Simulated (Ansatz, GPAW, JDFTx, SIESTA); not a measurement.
## MoS2: programs and potentials compared

```
Mo S
1.0
     3.18454    0.00000    0.00000
    -1.59227    2.75789    0.00000
     0.00000    0.00000   21.67053
Mo S
2 4
Direct
  0.34384 0.66824 0.85091
  0.67791 0.34480 0.14846
  0.67064 0.34761 0.77843
  0.33154 0.66630 0.07732
  0.65108 0.33668 0.92370
  0.32899 0.65297 0.21840
```

The cell comes from a database or a generator and needn't be the stable form of this composition.

The cell holds a layer with vacuum beside it, so values per volume hang on the cell's height.

Atoms were shifted at random by some hundredths of an Å from the given cell, which wasn't relaxed again for these runs.

Alike in all runs: task single point; functional PBEsol; k mesh 10 × 10 × 2; occupations fermi-dirac, width 0.05 eV; no spin polarisation; no spin-orbit coupling.

```tsv
program and potentials	plane-wave cutoff (eV)	notes	band gap (eV)	largest force (eV/Å)
GPAW, PAW data sets generated for this functional	600	-	?	?
JDFTx, PseudoDojo-SR-PBEsol-0.4.1-standard with smoothed tails	1088	-	1.30	1.263
Ansatz, all-electron LAPW, scalar-relativistic	-	-	1.30	1.260
SIESTA, files PseudoDojo sr-pbesol-0.4.1-standard, DZP (energy shift 0.003 Ry; two zetas on semicore shells)	-	atomic basis	1.29	1.309
```

Task: Estimate from the other rows what the run with GPAW, PAW data sets generated for this functional gave.

Result: Band gap 1.28 eV; largest force 1.256 eV/Å. The other rows, which needn't bracket it: band gap 1.29 to 1.30; largest force 1.260 to 1.309.
